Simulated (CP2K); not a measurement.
# CdS (Hawleyite) (F-43m) in CP2K: further runs, part 2 of 3

CP2K 2026.2. The steps go on from the part before.

## Step 3: Band structure, LDA

The input, cds_bands.inp:

```
&GLOBAL
  PROJECT cds_bands
  RUN_TYPE ENERGY_FORCE
  PRINT_LEVEL LOW
&END GLOBAL
&FORCE_EVAL
  METHOD QS
  STRESS_TENSOR ANALYTICAL
  &DFT
    BASIS_SET_FILE_NAME BASIS_MOLOPT_UZH
    POTENTIAL_FILE_NAME GTH_POTENTIALS
    &MGRID
      CUTOFF 450
      REL_CUTOFF 60
      NGRIDS 5
    &END MGRID
    &QS
      METHOD GPW
      EPS_DEFAULT 1.0E-9
    &END QS
    &KPOINTS
      SCHEME MONKHORST-PACK 8 8 8
      GAMMA_CENTERED T
      SYMMETRY T
      SYMMETRY_BACKEND SPGLIB
    &END KPOINTS
    &SCF
      SCF_GUESS ATOMIC
      EPS_SCF 1.0E-6
      MAX_SCF 100
      ADDED_MOS 10
      CHOLESKY OFF
      EPS_EIGVAL 1.0E-7
      &DIAGONALIZATION ON
        ALGORITHM STANDARD
      &END DIAGONALIZATION
      &MIXING ON
        METHOD BROYDEN_MIXING
        ALPHA 0.4
        BETA 1.5
        NBUFFER 8
      &END MIXING
      &SMEAR ON
        METHOD FERMI_DIRAC
        ELECTRONIC_TEMPERATURE [K] 116.045
      &END SMEAR
    &END SCF
    &XC
      &XC_FUNCTIONAL
        &LDA_X
        &END LDA_X
        &LDA_C_PW
        &END LDA_C_PW
      &END XC_FUNCTIONAL
    &END XC
    &PRINT
      &KPOINTS ON
      &END KPOINTS
      &MULLIKEN ON
      &END MULLIKEN
      &MO ON
        ENERGIES T
        OCCUPATION_NUMBERS T
        &EACH
          QS_SCF 0
        &END EACH
        ADD_LAST NUMERIC
      &END MO
      &BAND_STRUCTURE
        FILE_NAME bands.bs
        ADDED_MOS 2
        &KPOINT_SET
          UNITS B_VECTOR
          NPOINTS 10
          SPECIAL_POINT GAMMA 0.00000000 0.00000000 0.00000000
          SPECIAL_POINT X 0.50000000 0.00000000 0.50000000
          SPECIAL_POINT W 0.50000000 0.25000000 0.75000000
          SPECIAL_POINT K 0.37500000 0.37500000 0.75000000
          SPECIAL_POINT GAMMA 0.00000000 0.00000000 0.00000000
          SPECIAL_POINT L 0.50000000 0.50000000 0.50000000
          SPECIAL_POINT U 0.62500000 0.25000000 0.62500000
          SPECIAL_POINT W 0.50000000 0.25000000 0.75000000
          SPECIAL_POINT L 0.50000000 0.50000000 0.50000000
          SPECIAL_POINT K 0.37500000 0.37500000 0.75000000
        &END KPOINT_SET
        &KPOINT_SET
          UNITS B_VECTOR
          NPOINTS 10
          SPECIAL_POINT U 0.62500000 0.25000000 0.62500000
          SPECIAL_POINT X 0.50000000 0.00000000 0.50000000
        &END KPOINT_SET
      &END BAND_STRUCTURE
    &END PRINT
  &END DFT
  &SUBSYS
    &CELL
      A 4.1245538547 0.0000000000 0.0000000000
      B 2.0622769273 3.5719684174 0.0000000000
      C 2.0622769273 1.1906561391 3.3676841202
      PERIODIC XYZ
    &END CELL
    &COORD
      SCALED
      Cd  0.0000000000 0.0000000000 0.0000000000
      S   0.7500000000 0.7500000000 0.7500000000
    &END COORD
    &KIND Cd
      BASIS_SET TZVP-MOLOPT-PBE-GTH-q12
      POTENTIAL GTH-PADE-q12
    &END KIND
    &KIND S
      BASIS_SET TZVP-MOLOPT-PBE-GTH-q6
      POTENTIAL GTH-PADE-q6
    &END KIND
    &PRINT
      &ATOMIC_COORDINATES ON
      &END ATOMIC_COORDINATES
      &CELL ON
      &END CELL
    &END PRINT
  &END SUBSYS
  &PRINT
    &FORCES ON
    &END FORCES
    &STRESS_TENSOR ON
    &END STRESS_TENSOR
  &END PRINT
&END FORCE_EVAL
```

Potentials or basis: GTH_POTENTIALS Cd GTH-PADE-q12, S GTH-PADE-q6; TZVP-MOLOPT-PBE-GTH basis.

The run is started by

```sh
OMP_NUM_THREADS=1 cp2k.psmp -i cds_bands.inp -o cds_bands.out
```

cds_bands.out:

```text

 CP2K| version string:                                       CP2K version 2026.2
 CP2K| Input file name                                             cds_bands.inp

 GLOBAL| Force Environment number                                              1
 GLOBAL| Basis set file name                                    BASIS_MOLOPT_UZH
 GLOBAL| Potential file name                                      GTH_POTENTIALS
 GLOBAL| MM Potential file name                                     MM_POTENTIAL
 GLOBAL| Coordinate file name                                      __STD_INPUT__
 GLOBAL| Method name                                                        CP2K
 GLOBAL| Project name                                                  cds_bands
 GLOBAL| Run type                                                   ENERGY_FORCE
 GLOBAL| FFT library                                                       FFTW3
[... 6 lines left out ...]
 GLOBAL| Total number of message passing processes                             1
 GLOBAL| Number of threads for this process                                    1
 GLOBAL| CPU model name                                 Intel(R) Xeon(R) 6975P-C

[... 550 lines left out ...]
 KPOINTS| Special point    10           K     0.375000     0.375000     0.750000
 KPOINTS| Number of k-points in set    2                                      11
 KPOINTS| In units of b-vector [2pi/Bohr]
 KPOINTS| Special point     1           U     0.625000     0.250000     0.625000
 KPOINTS| Special point     2           X     0.500000     0.000000     0.500000

 ENERGY| Total FORCE_EVAL ( QS ) energy [hartree]            -56.346502394589692

 FORCES| Atomic forces [hartree/bohr]
 FORCES|   Atom     x               y               z               |f|
 FORCES|      1  5.34876906E-10  7.15952352E-11  6.34241684E-10   8.32755484E-10
 FORCES|      2 -6.78788800E-10 -1.54685449E-10 -6.92979127E-10   9.82294199E-10
 FORCES| Sum    -1.43911894E-10 -8.30902142E-11 -5.87374438E-11
 FORCES| Total atomic force                                       1.76251820E-10

 STRESS| Analytical stress tensor [bar]
 STRESS|                        x                   y                   z
 STRESS|      x       -1.88501848926E+04   3.12657185038E-02   2.23455274771E-02
 STRESS|      y        3.12657185038E-02  -1.88501308492E+04   1.25194209447E-02
 STRESS|      z        2.23455274771E-02   1.25194209447E-02  -1.88501428765E+04
 STRESS| 1/3 Trace                                            -1.88501528728E+04
 STRESS| Determinant                                          -6.69799208367E+12

 STRESS| Eigenvectors and eigenvalues of the analytical stress tensor [bar]
 STRESS|                        1                   2                   3
 STRESS| Eigenvalues  -1.88502033101E+04  -1.88501506928E+04  -1.88501046154E+04
 STRESS|      x           0.901707016884      0.025943971281      0.431568495207
 STRESS|      y          -0.343771713296     -0.562325211431      0.752071383398
 STRESS|      z          -0.262193563687      0.826509084610      0.498133785461
```

bands.bs:

```text
# Set 1: 10 special points, 91 k-points, 21 bands
#  Special point 1          0.00000000     0.00000000     0.00000000  GAMMA
#  Special point 2          0.50000000     0.00000000     0.50000000  X
#  Special point 3          0.50000000     0.25000000     0.75000000  W
#  Special point 4          0.37500000     0.37500000     0.75000000  K
#  Special point 5          0.00000000     0.00000000     0.00000000  GAMMA
#  Special point 6          0.50000000     0.50000000     0.50000000  L
#  Special point 7          0.62500000     0.25000000     0.62500000  U
#  Special point 8          0.50000000     0.25000000     0.75000000  W
#  Special point 9          0.50000000     0.50000000     0.50000000  L
#  Special point 10         0.37500000     0.37500000     0.75000000  K
#  Point 1      Spin 1:     0.00000000     0.00000000     0.00000000       0.01098901
#   Band    Energy [eV]     Occupation
       1    -9.39791165     2.00000000
       2    -4.80435112     2.00000000
       3    -4.80435106     2.00000000
       4    -4.80435098     2.00000000
       5    -4.31409122     2.00000000
       6    -4.31409118     2.00000000
[... 1419 lines left out ...]
#   Band    Energy [eV]     Occupation
       1    -8.82995002     2.00000000
       2    -4.60184139     2.00000000
       3    -4.51339138     2.00000000
       4    -4.40459732     2.00000000
       5    -4.26947609     2.00000000
       6    -3.72494367     2.00000000
       7    -1.06904245     2.00000000
       8     0.39104151     2.00000000
       9     1.36938817     2.00000000
      10     7.15415852     0.00000000
      11     8.30608852     0.00000000
      12    11.21050927     0.00000000
      13    11.81847488     0.00000000
      14    12.88218292     0.00000000
      15    15.20347401
```

Wall time 17 s (1 thread of Intel Xeon 6975P-C (Granite Rapids), shared host); peak memory 0.33 GiB.

What came out:

```
Free energy             : -1533.2663 eV
Pressure                : -1.9 GPa
Band gap on the k mesh  : 0.85 eV, direct
Band gap along the path : 0.85 eV, direct
Mulliken charges        : Cd +0.59; S -0.59 e
```

Levels at the corners of the path, in eV from the valence-band top:
| point | band 6 | band 7 | band 8 | band 9 | band 10 | band 11 | band 12 | band 13 |
| --- | --- | --- | --- | --- | --- | --- | --- | --- |
| Γ | -7.32 | 0.00 | 0.00 | 0.00 | 0.85 | 6.57 | 6.57 | 6.57 |
| X | -6.87 | -4.09 | -1.94 | -1.94 | 3.35 | 4.18 | 8.94 | 10.81 |
| W | -6.68 | -4.04 | -2.36 | -2.26 | 5.28 | 5.30 | 7.23 | 7.89 |
| K | -6.73 | -4.08 | -2.63 | -1.58 | 4.06 | 5.30 | 8.32 | 9.04 |
| Γ | -7.32 | 0.00 | 0.00 | 0.00 | 0.85 | 6.57 | 6.57 | 6.57 |
| L | -6.94 | -4.55 | -0.78 | -0.78 | 2.78 | 6.94 | 6.94 | 7.26 |
| U | -6.73 | -4.08 | -2.63 | -1.58 | 4.06 | 5.30 | 8.32 | 9.04 |
| W | -6.68 | -4.04 | -2.36 | -2.26 | 5.28 | 5.30 | 7.23 | 7.89 |
| L | -6.94 | -4.55 | -0.78 | -0.78 | 2.78 | 6.94 | 6.94 | 7.26 |
| K | -6.73 | -4.08 | -2.63 | -1.58 | 4.06 | 5.30 | 8.32 | 9.04 |
| U | -6.73 | -4.08 | -2.63 | -1.58 | 4.06 | 5.30 | 8.32 | 9.04 |
| X | -6.87 | -4.09 | -1.94 | -1.94 | 3.35 | 4.18 | 8.94 | 10.81 |

Caveat: Mulliken charges move with the basis; the basis of atomic orbitals isn't converged, which shifts pressures, moduli and gaps. A hybrid or GW would open this gap; LDA tends to underestimate it.

## Step 4: Band structure, r2SCAN

Changes to cds_bands.inp since step 3:

```diff
@@ -10,5 +10,5 @@
     BASIS_SET_FILE_NAME BASIS_MOLOPT_UZH
-    POTENTIAL_FILE_NAME GTH_POTENTIALS
+    POTENTIAL_FILE_NAME POTENTIAL_UZH
     &MGRID
-      CUTOFF 450
+      CUTOFF 675
       REL_CUTOFF 60
@@ -44,3 +44,3 @@
         METHOD FERMI_DIRAC
-        ELECTRONIC_TEMPERATURE [K] 116.045
+        ELECTRONIC_TEMPERATURE [K] 300.557
       &END SMEAR
@@ -49,6 +49,6 @@
       &XC_FUNCTIONAL
-        &LDA_X
-        &END LDA_X
-        &LDA_C_PW
-        &END LDA_C_PW
+        &MGGA_X_R2SCAN
+        &END MGGA_X_R2SCAN
+        &MGGA_C_R2SCAN
+        &END MGGA_C_R2SCAN
       &END XC_FUNCTIONAL
@@ -70,3 +70,3 @@
         FILE_NAME bands.bs
-        ADDED_MOS 2
+        ADDED_MOS 6
         &KPOINT_SET
@@ -107,8 +107,8 @@
     &KIND Cd
-      BASIS_SET TZVP-MOLOPT-PBE-GTH-q12
-      POTENTIAL GTH-PADE-q12
+      BASIS_SET TZVP-MOLOPT-SCAN-GTH-q12
+      POTENTIAL GTH-SCAN-q12
     &END KIND
     &KIND S
-      BASIS_SET TZVP-MOLOPT-PBE-GTH-q6
-      POTENTIAL GTH-PADE-q6
+      BASIS_SET TZVP-MOLOPT-SCAN-GTH-q6
+      POTENTIAL GTH-SCAN-q6
     &END KIND
@@ -119,2 +119,4 @@
       &END CELL
+      &SYMMETRY ON
+      &END SYMMETRY
     &END PRINT
```

Potentials or basis: POTENTIAL_UZH Cd GTH-SCAN-q12, S GTH-SCAN-q6; TZVP-MOLOPT-SCAN-GTH basis.

The run is started by

```sh
OMP_NUM_THREADS=1 cp2k.psmp -i cds_bands.inp -o cds_bands.out
```

It took 52 s on 1 thread of Intel Xeon 6975P-C (Granite Rapids), shared host; peak memory 0.48 GiB.

It converged, with:

| Property | Result |
| --- | --- |
| Free energy | -1521.0610 eV |
| Pressure | 1.8 GPa |
| Band gap on the k mesh | 1.50 eV, direct |
| Band gap along the path | 1.50 eV, direct |
| Mulliken charges | Cd +0.83; S -0.83 e |

Levels at the corners of the path, in eV from the valence-band top:
```
point  band 6  band 7  band 8  band 9  band 10  band 11  band 12  band 13
    Γ   -7.26    0.00    0.00    0.00     1.50     7.20     7.20     7.20
    X   -6.83   -4.01   -1.97   -1.97     3.87     4.78     9.77    11.79
    W   -6.63   -3.97   -2.37   -2.27     5.79     5.93     7.88     8.59
    K   -6.69   -4.01   -2.63   -1.60     4.63     5.89     9.08     9.88
    Γ   -7.26    0.00    0.00    0.00     1.50     7.20     7.20     7.20
    L   -6.89   -4.52   -0.79   -0.79     3.45     7.60     7.60     7.88
    U   -6.69   -4.01   -2.63   -1.60     4.63     5.89     9.08     9.88
    W   -6.63   -3.97   -2.37   -2.27     5.79     5.93     7.88     8.59
    L   -6.89   -4.52   -0.79   -0.79     3.45     7.60     7.60     7.88
    K   -6.69   -4.01   -2.63   -1.60     4.63     5.89     9.08     9.88
    U   -6.69   -4.01   -2.63   -1.60     4.63     5.89     9.08     9.88
    X   -6.83   -4.01   -1.97   -1.97     3.87     4.78     9.77    11.79
```

Caveat: Mulliken charges move with the basis; the basis of atomic orbitals isn't converged, which shifts pressures, moduli and gaps. r2SCAN opens gaps a little over a GGA but as a rule still falls short of measured ones.

(Part 2 of 3 ends here.)
